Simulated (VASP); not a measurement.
Input of a VASP 6.6.1 run:

File INCAR:

```
PREC = Accurate
ENCUT = 600
EDIFF = 1E-7
ISMEAR = 0
SIGMA = 0.1
LREAL = F
LASPH = T
NELM = 80
ALGO = Fast
ISIF = 3
LWAVE = F
LCHARG = F
GGA = PS
IBRION = 2
NSW = 70
EDIFFG = -0.005
```

KPOINTS

```
regular mesh
0
Gamma
  14 14 14
```

POSCAR

```
Ca
1.0
   -2.1904916621      2.1904916621      2.1904916621
    2.1904916621     -2.1904916621      2.1904916621
    2.1904916621      2.1904916621     -2.1904916621
Ca
1
Direct
    0.0000000000      0.0000000000      0.0000000000
```

Potentials or basis: VASP PAW PBE potentials, release 64 (Ca_sv).

Run with:

```bash
$ cat potpaw_PBE.64/Ca_sv/POTCAR > POTCAR
$ mpirun -np 1 vasp_std > vasp.out
```

(1) Estimate the band gap on the k mesh.

(2) Estimate the relaxed volume.

(3) What does it give for the relaxed cell?

(4) Predict the space group after relaxing (to 0.05 Å).

Answers

(1) none (metal or under the smearing width).

(2) 40.46 Å³/atom.

(3) a = 3.746 Å, b = 3.746 Å, c = 3.746 Å, α = 109.47°, β = 109.47°, γ = 109.47°.

(4) Im-3m (No. 229).

Caveat: the PAW data sets were made with another functional, which shifts forces and pressure a little.
